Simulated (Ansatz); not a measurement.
NaF in the h-MgO-type structure, relaxed with r2SCAN, was run in the plane-wave code Ansatz under altered settings. All numbers are computed, without spin polarisation but where a row says otherwise.

```
CELL_PARAMETERS angstrom
3.86807 0.00000 0.00000
-1.93403 3.34984 0.00000
0.00000 0.00000 4.55141
ATOMIC_POSITIONS crystal
Na 0.33333 0.66667 0.25000
Na 0.66667 0.33333 0.75000
F 0.66667 0.33333 0.25000
F 0.33333 0.66667 0.75000
```

The base run's other keys:
```yaml
kpoints:
  mp_grid: { grid: [6, 6, 4] }
hamiltonian:
  xc: hse06
scf:
  occupations: { method: fixed }
  n_extra_bands: 5
```

It takes 13 iterations with 1143 plane waves at 420 eV and 21 k points, and leaves a mean stress of +1.01 GPa. The gap over this mesh is 7.745 eV. It ran on 4 threads of Intel(R) Xeon(R) Platinum 8559C (Emerald Rapids), with other jobs on the host.

Outcomes, with energy and stress as changes against the base:

| setting | outcome | ΔF (meV/atom) | Δ mean stress (GPa) | gap on the mesh (eV) | iterations | wall time |
| --- | --- | --- | --- | --- | --- | --- |
| hamiltonian.xc: pbe0 | converged | – | 0.0 | 8.522 | 12 | 7.3 s |
| PBE hybrid, exx coeff 0.35, omega 0.2078 1/Å | converged | – | -0.6 | 8.589 | 12 | 7.7 s |
| PBE hybrid, exx coeff 1.5, omega 0.2078 1/Å | refused | – | – | – | – | 0.03 s |
| scf.occupations: fermi_dirac 0.001 | converged | 0.0 | 0.0 | 7.745 | 13 | 8.7 s |

A dash marks a value that wasn't obtained or can't be compared. Stress is positive in compression. The base took 7.3 s.

- hamiltonian.xc: pbe0. The mean stress moves by 0.0 GPa and the gap on the mesh by +0.777 eV (to 8.522). It's another functional on the same cell, so totals aren't comparable.
- PBE hybrid, exx coeff 0.35, omega 0.2078 1/Å. That is 35 % exact exchange, screened with ω = 0.2078 1/Å, against HSE06's 25 % screened at 0.208 1/Å. The mean stress moves by -0.6 GPa and the gap on the mesh by +0.844 eV (to 8.589). Totals of different functionals aren't comparable.
- PBE hybrid, exx coeff 1.5, omega 0.2078 1/Å. It is rejected at once. Error: invalid value for `hamiltonian.xc.exx.coeff`: must be finite and in (0, 1]; got 1.5

Within 1 meV an atom, 0.1 GPa and 0.005 eV of the base stay: scf.occupations: fermi_dirac 0.001.

The stress of a hybrid is loosely converged in these runs.

The meshes of the hybrids are coarse, so their gaps aren't converged to the digits shown.
